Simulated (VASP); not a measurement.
A run of VASP 6.6.1:

The input INCAR:

```
SYSTEM = Ge
ALGO     = Normal         ! electronic algorithm
EDIFF    = 1E-7           ! SCF threshold, eV
ENCUT    = 520            ! plane-wave cutoff, eV
ISIF     = 2              ! what is computed and relaxed
ISMEAR   = 0              ! smearing method
LASPH    = .True.         ! aspherical terms in the spheres
LCHARG   = .False.        ! write CHGCAR
LMIXTAU  = .True.       
LREAL    = .False.        ! projectors in reciprocal space
LWAVE    = .False.        ! write WAVECAR
METAGGA  = R2SCAN         ! meta-GGA
NBANDS   = 21             ! bands
NELM     = 60             ! most SCF steps
PREC     = Accurate       ! precision mode
SIGMA    = 0.02           ! smearing width, eV
```

KPOINTS

```
k-points
0
Gamma
  10 10 10
  0 0 0
```

The input POSCAR:

```
Ge                                      
1.0
    0.0000000000      2.8660084032      2.8660084032
    2.8660084032      0.0000000000      2.8660084032
    2.8660084032      2.8660084032     -0.0000000000
  Ge            
     2
Direct
     0.0000000000000000    0.0000000000000000    0.0000000000000000
     0.2500000000000000    0.2500000000000000    0.2500000000000000
```

Potentials or basis: VASP PAW PBE potentials, release 64 (Ge_d).

The run is started by

```sh
$ cat potpaw_PBE.64/Ge_d/POTCAR > POTCAR
$ mpirun -np 1 vasp_std > vasp.out
```

Hardware: 1 thread of Intel(R) Xeon(R) 6975P-C (Granite Rapids) (shared host).

Question: How long does it take, and how much memory?

Answer: Run time: 2.3 min on 1 thread of Intel(R) Xeon(R) 6975P-C (Granite Rapids), on a shared host, peak memory 0.18 GiB. Counts: scf iterations 25, k points 47.
